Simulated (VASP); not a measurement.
# V (P6_3/mmc) in VASP: a series of runs, part 2 of 2

VASP 6.6.1. Earlier steps stand in the parts before.

## 3. Single point, PBE (strain -0.050 along x and y, +0.050 along z, atoms carried along)

Contents of INCAR:

```
  PREC = Accurate
  ENCUT = 520
  EDIFF = 1E-6
  ISMEAR = 0
  SIGMA = 0.15
  LREAL = False
  LASPH = True
  NELM = 100
  ALGO = Fast
  ISIF = 2
  LWAVE = False
  LCHARG = False
  GGA = PE
  NBANDS = 20
```

Contents of KPOINTS:

```
regular mesh
0
Gamma
  21 21 10
```

Contents of POSCAR:

```
V
1.0
    2.4740793975      0.0000000000      0.0000000000
   -1.2370396987      2.1426156093      0.0000000000
    0.0000000000      0.0000000000      4.9595028000
V
2
Direct
    0.6666666667      0.3333333333      0.7500000000
    0.3333333333      0.6666666667      0.2500000000
```

Potentials or basis: VASP PAW PBE potentials, release 64 (V_sv).

Run with:

```
cat potpaw_PBE.64/V_sv/POTCAR > POTCAR
mpirun -np 1 vasp_std > vasp.out
```

OUTCAR:

```text
PREC = Accurate
   ENCUT = 520
   EDIFF = 1E-6
   ISMEAR = 0
   LREAL = False
   LASPH = True
   NELM = 100
   ISIF = 2
   GGA = PE

 ion  position               nearest neighbor table
   1  0.667  0.333  0.750-   2 2.86   2 2.86   2 2.86   2 2.86   2 2.86   2 2.86
   2  0.333  0.667  0.250-   1 2.86   1 2.86   1 2.86   1 2.86   1 2.86   1 2.86

  LATTYP: Found a hexagonal cell.
 ALAT       =     2.4740793975
 C/A-ratio  =     2.0045851419

  Lattice vectors:

 A1 = (   2.4740793975,   0.0000000000,   0.0000000000)
 A2 = (  -1.2370396987,   2.1426156093,   0.0000000000)
 A3 = (   0.0000000000,   0.0000000000,   4.9595028000)

Analysis of symmetry for initial positions (statically):
=====================================================================
 Subroutine PRICEL returns:
 Original cell was already a primitive cell.

 Routine SETGRP: Setting up the symmetry group for a
 hexagonal supercell.

 Subroutine GETGRP returns: Found 24 space group operations
 (whereof 12 operations were pure point group operations)
 out of a pool of 24 trial point group operations.

The static configuration has the point symmetry D_3d.
 The point group associated with its full space group is D_6h.

Analysis of symmetry for dynamics (positions and initial velocities):
=====================================================================
 Subroutine PRICEL returns:
 Original cell was already a primitive cell.

 Routine SETGRP: Setting up the symmetry group for a
 hexagonal supercell.

 Subroutine GETGRP returns: Found 24 space group operations
 (whereof 12 operations were pure point group operations)
 out of a pool of 24 trial point group operations.

The dynamic configuration has the point symmetry D_3d.
 The point group associated with its full space group is D_6h.

 Subroutine INISYM returns: Found 24 space group operations
 (whereof 12 operations are pure point group operations),
 and found     1 'primitive' translations

----------------------------------------------------------------------------------------

                                     Primitive cell

  volume of cell :      26.2903

  direct lattice vectors                    reciprocal lattice vectors
     2.474079398  0.000000000  0.000000000     0.404190747  0.233359637  0.000000000
    -1.237039699  2.142615609  0.000000000     0.000000000  0.466719273  0.000000000
     0.000000000  0.000000000  4.959502800     0.000000000  0.000000000  0.201633115

  length of vectors
     2.474079398  2.474079398  4.959502800     0.466719273  0.466719273  0.201633115

  position of ions in fractional coordinates (direct lattice)
     0.666666667  0.333333333  0.750000000
     0.333333333  0.666666667  0.250000000

  ion indices of the primitive-cell ions
   primitive index   ion index
                 1           1
                 2           2

----------------------------------------------------------------------------------------

 KPOINTS: regular mesh

Automatic generation of k-mesh.
 Grid dimensions read from file:
 generate k-points for:   21   21   10

 Generating k-lattice:

  Cartesian coordinates                     Fractional coordinates (reciprocal lattice)
     0.019247178  0.011112364  0.000000000     0.047619048 -0.000000000  0.000000000
     0.000000000  0.022224727  0.000000000     0.000000000  0.047619048  0.000000000
     0.000000000  0.000000000  0.020163312     0.000000000  0.000000000  0.100000000

  Length of vectors
     0.022224727  0.022224727  0.020163312

  Shift w.r.t. Gamma in fractional coordinates (k-lattice)
     0.000000000  0.000000000  0.000000000

 Subroutine IBZKPT returns following result:
 ===========================================

 Found    288 irreducible k-points:

 Following reciprocal coordinates:
            Coordinates               Weight
  0.000000  0.000000  0.000000      1.000000
  0.047619  0.000000  0.000000      6.000000
  0.095238  0.000000  0.000000      6.000000
  0.142857  0.000000  0.000000      6.000000
  0.190476  0.000000  0.000000      6.000000
  0.238095  0.000000  0.000000      6.000000
[... 16 lines left out ...]
  0.142857  0.095238  0.000000     12.000000
  0.190476  0.095238  0.000000     12.000000
 [... further k-points ...]
   k-points           NKPTS =    288   k-points in BZ     NKDIM =    288   number of bands    NBANDS=     20
   number of dos      NEDOS =    301   number of ions     NIONS =      2
   total plane-waves  NPLWV =  12960
   dimension x,y,z NGX =    18 NGY =   18 NGZ =   40
   dimension x,y,z NGXF=    36 NGYF=   36 NGZF=   80
   ions per type =               2
   NGX,Y,Z   is equivalent  to a cutoff of  12.10, 12.10, 13.41 a.u.
   NGXF,Y,Z  is equivalent  to a cutoff of  24.19, 24.19, 26.82 a.u.
 SYSTEM =  unknown system
   PREC   = accura    normal or accurate (medium, high low for compatibility)
   ISTART =      0    job   : 0-new  1-cont  2-samecut
   ICHARG =      2    charge: 1-file 2-atom 10-const
   ISPIN  =      1    spin polarized calculation?
   LNONCOLLINEAR =      F non collinear calculations
   LSORBIT =      F    spin-orbit coupling
   LASPH  =      T    aspherical Exc in radial PAW
   ENCUT  =  520.0 eV  38.22 Ry    6.18 a.u.   4.60  4.60  9.22*2*pi/ulx,y,z
   NELM   =    100;   NELMIN=  2; NELMDL= -5     # of ELM steps
   EDIFF  = 0.1E-05   stopping-criterion for ELM
   LREAL  =      F    real-space projection
   EDIFFG = 0.1E-04   stopping-criterion for IOM
   NSW    =      0    number of steps for IOM
   IBRION =     -1    ionic relax: 0-MD 1-quasi-New 2-CG
   NFREE  =      0    steps in history (QN), initial steepest desc. (CG)
   ISIF   =      2    stress and relaxation
   ISYM   =      2    0-nonsym 1-usesym 2-fastsym
   POTIM  = 0.5000    time-step for ionic-motion
   TEBEG  =    0.0;   TEEND  =   0.0 temperature during run
   PSTRESS=    0.0 pullay stress
   NELECT =      26.0000    total number of electrons
   NUPDOWN=      -1.0000    fix difference up-down
   EMIN   =  10.00;   EMAX   =-10.00  energy-range for DOS
   EFERMI =   0.00;   METHOD = LEGACY
   ISMEAR =     0;   SIGMA  =   0.15  broadening in eV -4-tet -1-fermi 0-gaus
   EFERMI_NEDOS =   21; number of points for ismear=-14 and -15
   IALGO  =     68    algorithm
   IMIX   =      4    mixing-type and parameters
     AMIX     =   0.40;   BMIX     =  1.00
     AMIX_MAG =   1.60;   BMIX_MAG =  1.00
  volume/ion in A,a.u.               =      13.15        88.71
  Fermi-wavevector in a.u.,A,eV,Ry     =   1.631050  3.082238 36.195906  2.660324
  Thomas-Fermi vector in A             =   2.723250
   LORBIT       =      0    0 simple, 1 ext, 2 COOP (PROOUT), +10 PAW based schemes
   GGA     = PE    functional components
   LHFCALC =     F    Hartree Fock is set to
   AEXX    =    0.0000 exact exchange contribution
   IVDW    =     0    specifies the selected vdW correction
   LEPSILON=     F    determine dielectric tensor
   LRPA    =     F    only Hartree local field effects (RPA)
 non-spin polarized calculation
 RMM-DIIS sequential band-by-band and
 Gauss-broadening in eV      SIGMA  =   0.15
  energy-cutoff  :      520.00
  volume of cell :       26.29
 maximum number of plane-waves:       722
   NGX =  9   NGY =  9   NGZ = 19

 number of electron      25.9999994 magnetization

 Free energy of the ion-electron system (eV)
  ---------------------------------------------------
  ext. energy  EPLUGINS =         0.00000000
  ---------------------------------------------------
  free energy    TOTEN  =       -17.29850792 eV

  energy without entropy =      -17.26110008  energy(sigma->0) =      -17.27980400

 E-fermi :  10.4022     XC(G=0): -12.9840

 val. band max:       10.4012828895   @ k =   0.0952   0.0476   0.4000
 cond. band min:      10.4028834632   @ k =   0.0952   0.0476   0.0000
 fundamental gap:      0.0016005737
 Fermi energy:        10.4021911775

 k-point     1 :       0.0000    0.0000    0.0000
  band No.  band energies     occupation
      1     -53.5912      2.00000
      2     -53.5073      2.00000
      3     -27.6783      2.00000
      4     -27.1165      2.00000
      5     -26.6333      2.00000
      6     -26.6333      2.00000
[... 12 lines left out ...]
     19      13.5832      0.00000
     20      13.5832      0.00000
[... 507 lines left out ...]
 k-point    24 :       0.1905    0.0952    0.0000
  band No.  band energies     occupation
      1     -53.4366      2.00000
      2     -53.3746      2.00000
      3     -27.4910      2.00000
      4     -27.2936      2.00000
      5     -27.2669      2.00000
      6     -27.0800      2.00000
[... 12 lines left out ...]
     19      13.3705      0.00000
     20      16.4094      0.00000

 [... further k-points ...]

------------------------ aborting loop because EDIFF is reached ----------------------------------------

  FORCE on cell =-STRESS in cart. coord.  units (eV):
  Direction    XX          YY          ZZ          XY          YZ          ZX
  --------------------------------------------------------------------------------------
  -------------------------------------------------------------------------------------
  Total        3.3799951      3.3799951     -1.0127375      0.0000000      0.0000000      0.0000000
  in kB      205.9826400    205.9826400    -61.7179450      0.0000000      0.0000000      0.0000000
  external PRESSURE =     116.7491116 kB  Pullay stress =       0.0000000 kB

 VOLUME and BASIS-vectors are now :
 -----------------------------------------------------------------------------
  energy-cutoff  :      520.00
  volume of cell :       26.29
      direct lattice vectors                 reciprocal lattice vectors
     2.474079398  0.000000000  0.000000000     0.404190747  0.233359637  0.000000000
    -1.237039699  2.142615609  0.000000000     0.000000000  0.466719273  0.000000000
     0.000000000  0.000000000  4.959502800     0.000000000  0.000000000  0.201633115

 POSITION                                       TOTAL-FORCE (eV/Angst)
 -----------------------------------------------------------------------------------
      1.23704      0.71421      3.71963         0.000000     -0.000000      0.000000
     -0.00000      1.42841      1.23988        -0.000000      0.000000      0.000000
 -----------------------------------------------------------------------------------
    total drift:                               -0.000000      0.000000     -0.000000

  FREE ENERGIE OF THE ION-ELECTRON SYSTEM (eV)
  ---------------------------------------------------
  free  energy   TOTEN  =       -17.2985079168 eV

  energy  without entropy=      -17.2611000849  energy(sigma->0) =      -17.27980400
```

OSZICAR:

```text
N       E                     dE             d eps       ncg     rms          rms(c)
DAV:   1     0.328969667275E+03    0.32897E+03   -0.16471E+04 11520   0.154E+03
DAV:   2    -0.979421833907E+01   -0.33876E+03   -0.33272E+03 11904   0.498E+02
DAV:   3    -0.193170246739E+02   -0.95228E+01   -0.93396E+01 12688   0.996E+01
DAV:   4    -0.194134907697E+02   -0.96466E-01   -0.96215E-01 11812   0.101E+01
DAV:   5    -0.194146921561E+02   -0.12014E-02   -0.12014E-02 12180   0.113E+00    0.271E+01
RMM:   6    -0.173246252321E+02    0.20901E+01   -0.75391E+00 11528   0.261E+01    0.428E+00
RMM:   7    -0.173118558152E+02    0.12769E-01   -0.72894E-01 11828   0.500E+00    0.153E+00
RMM:   8    -0.172994781455E+02    0.12378E-01   -0.53696E-02 11780   0.256E+00    0.107E+00
RMM:   9    -0.172985493915E+02    0.92875E-03   -0.97822E-03 12926   0.886E-01    0.124E-01
RMM:  10    -0.172985005976E+02    0.48794E-04   -0.16839E-03 11851   0.473E-01    0.507E-02
RMM:  11    -0.172985140106E+02   -0.13413E-04   -0.24388E-04 12780   0.159E-01    0.157E-02
RMM:  12    -0.172985065835E+02    0.74271E-05   -0.60164E-05 11848   0.947E-02    0.147E-02
RMM:  13    -0.172985072676E+02   -0.68410E-06   -0.14344E-05 11958   0.449E-02    0.116E-03
RMM:  14    -0.172985079168E+02   -0.64913E-06   -0.35068E-06  8818   0.211E-02
   1 F= -.17298508E+02 E0= -.17279804E+02  d E =-.374078E-01
```

It took 91 s on 1 thread of Intel Xeon Platinum 8488C (Sapphire Rapids), shared host; peak memory 0.22 GiB.

Results:

```
Free energy            : -17.2985 eV
Pressure               : 11.7 GPa
Band gap on the k mesh : none (metal or under the smearing width)
```

Stress tensor (GPa, compression positive):
```
20.60  0.00  0.00
 0.00 20.60  0.00
 0.00  0.00 -6.17
```

Levels at points of the mesh, in eV from the Fermi level:
```
           k point  band 10  band 11  band 12  band 13  band 14  band 15  band 16  band 17
(0.00, 0.00, 0.00)    -3.69    -1.36    -1.00     0.41     0.41     0.62     0.62     2.45
(0.00, 0.00, 0.50)    -5.32    -1.62    -1.62     0.47     0.47     0.47     0.47     2.87
```
